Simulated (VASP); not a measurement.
A VASP 6.6.1 single-point calculation on GaN

INCAR

```
ENCUT = 520
LWAVE = .FALSE.
ISPIN = 2
GGA = PE
PREC = Accurate
ISMEAR = -1
NSW = 0
NBANDS = 26
LASPH = .TRUE.
MAGMOM = 1 1 1 1
ISIF = 2
IBRION = -1
LCHARG = .FALSE.
SIGMA = 0.02
NELM = 120
EDIFF = 1E-7
LREAL = .FALSE.
```

KPOINTS

```
KPOINTS created by Atomic Simulation Environment
0
Gamma
10 10 5
0 0 0
```

POSCAR

```
Ga N
 1.0000000000000000
     3.0558234010817764   -0.0000000000288674    0.0000000000000000
    -1.5279117005158882    2.6464206948302160    0.0000000000000000
     0.0000000000000000    0.0000000000000000    4.9762802200999996
 Ga  N
   2   2
Cartesian
  0.0000000000166667  1.7642804632105213 -0.0036375137309580
  1.5279117005492209  0.8821402315908270  2.4845025963190421
  0.0000000000166667  1.7642804632105213  1.8697425962684582
  1.5279117005492209  0.8821402315908270  4.3578827063184589
```

The recommended PBE PAW datasets give the neutral cell 36 valence electrons.

Command

```
mpirun -np 1 vasp_std
```

OSZICAR

```
N       E                     dE             d eps       ncg     rms          rms(c)
DAV:   1     0.274619721954E+03    0.27462E+03   -0.17196E+04  4968   0.264E+03
DAV:   2     0.691013196553E+01   -0.26771E+03   -0.25133E+03  4680   0.487E+02
DAV:   3    -0.259226619894E+02   -0.32833E+02   -0.32404E+02  5168   0.141E+02
DAV:   4    -0.269347802373E+02   -0.10121E+01   -0.10084E+01  5072   0.264E+01
DAV:   5    -0.269555022885E+02   -0.20722E-01   -0.20702E-01  5402   0.373E+00    0.162E+01
DAV:   6    -0.234172707440E+02    0.35382E+01   -0.10085E+01  7208   0.546E+01    0.465E+00
DAV:   7    -0.236359494050E+02   -0.21868E+00   -0.19399E+00  4954   0.108E+01    0.327E+00
DAV:   8    -0.236351619203E+02    0.78748E-03   -0.68565E-02  5366   0.355E+00    0.209E+00
DAV:   9    -0.236322140603E+02    0.29479E-02   -0.52949E-02  5926   0.225E+00    0.785E-01
DAV:  10    -0.236285396416E+02    0.36744E-02   -0.88276E-03  6518   0.158E+00    0.333E-01
DAV:  11    -0.236284030323E+02    0.13661E-03   -0.14400E-03  6060   0.358E-01    0.147E-01
DAV:  12    -0.236284975156E+02   -0.94483E-04   -0.27174E-04  6298   0.208E-01    0.342E-02
DAV:  13    -0.236285230036E+02   -0.25488E-04   -0.47362E-05  4952   0.593E-02    0.130E-02
DAV:  14    -0.236285251333E+02   -0.21297E-05   -0.30839E-06  5484   0.133E-02    0.432E-03
DAV:  15    -0.236285258033E+02   -0.66999E-06   -0.15792E-06  4838   0.980E-03    0.539E-03
DAV:  16    -0.236285257150E+02    0.88328E-07   -0.23413E-07  4368   0.755E-03
   1 F= -.23628526E+02 E0= -.23628526E+02  d E =-.100994E-11  mag=     0.0000
```

It converged. Results: pressure 37.6 GPa; magnetic moment of the cell 0.00 μB.

For comparison, a separate PBE run of the intended cell, on usual settings and not on those above, gives a gap of 2.76 eV on its mesh and a pressure of 37.6 GPa.

The run above took about 100 s on one core of a shared host (Intel Xeon Platinum 8488C) and held 0.21 GiB at most.
